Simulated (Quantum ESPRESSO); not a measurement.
Crystal: C.

```xyz
4
Lattice="2.4610 0.0000 0.0000 -1.2305 2.1313 0.0000 0.0000 0.0000 6.7080" Properties=species:S:1:pos:R:3 pbc="T T T"
C     0.0000    0.0000    1.6770
C     0.0000    0.0000    5.0310
C     0.0000    1.4209    1.6770
C     1.2305    0.7104    5.0310
```

The cell was built by a generator and needn't be a form met in nature.

Base run:

- Program: Quantum ESPRESSO 7.5
- Functional: PBEsol
- Potentials or basis: GBRV 1.5 PBEsol
- Cutoff: 612 eV
- Density cutoff: 4898 eV
- k mesh: 12 × 12 × 4
- Occupations: methfessel-paxton, width 0.1 eV
- Spin: no spin polarisation

Its results: band gap on the k mesh none (metal or under the smearing width); pressure -0.4 GPa.

**Question.** The run is repeated on the same cell with these changes: functional from PBEsol to PBE; potentials or basis from GBRV 1.5 PBEsol to SSSP 1.3 efficiency PBE; cutoff from 612 eV to 748 eV; density cutoff from 4898 eV to 5987 eV. What comes out?

**Answer.** Band gap on the k mesh none (metal or under the smearing width); pressure 2.9 GPa.

Caveats: this functional lacks dispersion, which binds the layers, so the pressure and a relaxed spacing across them are unreliable.
